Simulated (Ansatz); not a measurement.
# Ionic part of the dielectric constant of SiC at 22 GPa, mode by mode

The calculation used Ansatz 0.2.0, DFT PBE, scalar-relativistic, plane waves, PAW. Cutoff 420 eV, 12×12×6 k-points (Γ-centred), fixed occupations. No spin polarisation. Phonons by linear response, acoustic sum rule imposed.

It takes space group P6_3mc (No. 186, hexagonal). Conventional cell: a = 3.004 Å, b = 3.004 Å, c = 4.927 Å, α = 90.00°, β = 90.00°, γ = 120.00°. Si (site symmetry 3m) is surrounded by 4 C at 1.84 to 1.85 Å. Around C (site symmetry 3m) lie 4 Si at 1.84 to 1.85 Å.

The primitive cell has V = 38.51 Å³ and ε∞,zz = 7.117. Each polar mode adds Δε = (4.92064×10⁷/V)·S/ν² along z, with S its oscillator strength in e²/amu, ν in cm⁻¹ and V in Å³.

Problem. From these modes, find each Δε and ε0,zz.
```
ν (cm⁻¹) S_zz (e²/amu)
   827.2          2.054
```

Solution.
```tsv
ν (cm⁻¹)	Δε
827.2	3.84
```

The sum is 3.835, so ε0,zz = 10.95; the run's tensor has 10.95.

Problem. Where do the longitudinal modes lie for a wave vector along z?

Solution. At 1026 cm⁻¹. The Lyddane–Sachs–Teller product Π(ν_LO/ν_TO)² = 1.54 matches ε0/ε∞ = 1.54.

Cost: 1 run of about 1.5 core-minutes, on Intel Xeon Platinum 8375C (Ice Lake) (shared hosts).